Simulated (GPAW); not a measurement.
A run of GPAW 26.7.0 is set up as follows.

The input run.py:

```python
from ase.dft.bandgap import bandgap
from ase.io import read, write
from ase.units import GPa
from gpaw import GPAW, PW

atoms = read('WC.cif')

calc = GPAW(mode=PW(600),
            xc='LDA',
            kpts={'size': (8, 8, 8), 'gamma': True},
            occupations={'name': 'fermi-dirac', 'width': 0.05},
            setups={'W': ':d,5.3'},
            nbands=19,
            maxiter=120,
            txt='gpaw.txt')
atoms.calc = calc
energy = atoms.get_potential_energy()
forces = atoms.get_forces()
stress = atoms.get_stress()
calc.write('gs.gpw')
write('result.traj', atoms)
print(f'Energy: {energy:.6f} eV')
print('Forces (eV/A):')
print(forces.round(4))
print('Stress (GPa):', (stress / GPa).round(3))
print('Fermi level:', round(calc.get_fermi_level(), 4), 'eV')
print(f'Gap: {bandgap(calc)[0]:.4f} eV, direct: {bandgap(calc, direct=True)[0]:.4f} eV')
```

WC.cif

```cif
data_WC
_cell_length_a 2.90650000
_cell_length_b 2.90650000
_cell_length_c 2.83660000
_cell_angle_alpha 90.00000000
_cell_angle_beta 90.00000000
_cell_angle_gamma 120.00000000
_space_group_name_H-M_alt 'P-6m2'
_space_group_name_Hall 'P -6 2'
_space_group_IT_number 187
loop_
_space_group_symop_operation_xyz
'x,y,z'
'-x+y,-x,-z'
'-y,x-y,z'
'x,y,-z'
'-x+y,-x,z'
'-y,x-y,-z'
'-y,-x,-z'
'x,x-y,z'
'-x+y,y,-z'
'-y,-x,z'
'x,x-y,-z'
'-x+y,y,z'
loop_
_atom_site_label
_atom_site_type_symbol
_atom_site_symmetry_multiplicity
_atom_site_Wyckoff_symbol
_atom_site_fract_x
_atom_site_fract_y
_atom_site_fract_z
_atom_site_occupancy
W1 W 1 a 0.0000000000 0.0000000000 0.0000000000 1
C1 C 1 f 0.6666666667 0.3333333333 0.5000000000 1
```

Potentials or basis: the program's PAW data sets (release 1.2.1) made for this functional, pw.

The run is started by

```bash
$ OMP_NUM_THREADS=1 python run.py
```

(1) Estimate the pressure.

(2) What does it give for the band gap on the k mesh?

Results:

(1) -5.8 GPa.

(2) none (metal or under the smearing width).

Caveat: the cutoff is short for stress and forces, so pressures can be off by a GPa or more; U without spin polarisation on a metal has little footing; the U is typed as a test and isn't derived for this compound.
